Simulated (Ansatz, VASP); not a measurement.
ZnCu: VASP beside Ansatz

```
Zn Cu
1.0
     2.98375    0.00000    0.00000
     0.00000    2.98375    0.00000
     0.00000    0.00000    2.98375
Zn Cu
1 1
Direct
  0.50000 0.50000 0.50000
  0.00000 0.00000 0.00000
```

Alike in both runs: task relaxation of cell and atoms; functional PBE; k mesh 11 × 11 × 11; occupations fermi-dirac, width 0.05 eV; no spin polarisation.

```csv
,VASP,Ansatz
version,VASP 6.6.1,Ansatz 0.2.0
potentials or method,"VASP PAW PBE potentials, release 64 (Zn, Cu)","PAW with Ansatz's default frozen-core files, scalar-relativistic"
plane-wave cutoff (eV),600,420
valence electrons in the cell,23,31
```

|  | VASP | Ansatz | Ansatz less VASP |
| --- | --- | --- | --- |
| relaxed volume (Å³/atom) | 13.06 | 13.00 | -0.056 |
| relaxed cell length with the largest relative difference (Å) | 2.967 | 2.963 | -0.0043 |
| energy change over the relaxation (meV/atom) | -1 | -2 | -0.8 |

The two sets of potentials don't hold the same shells in valence.
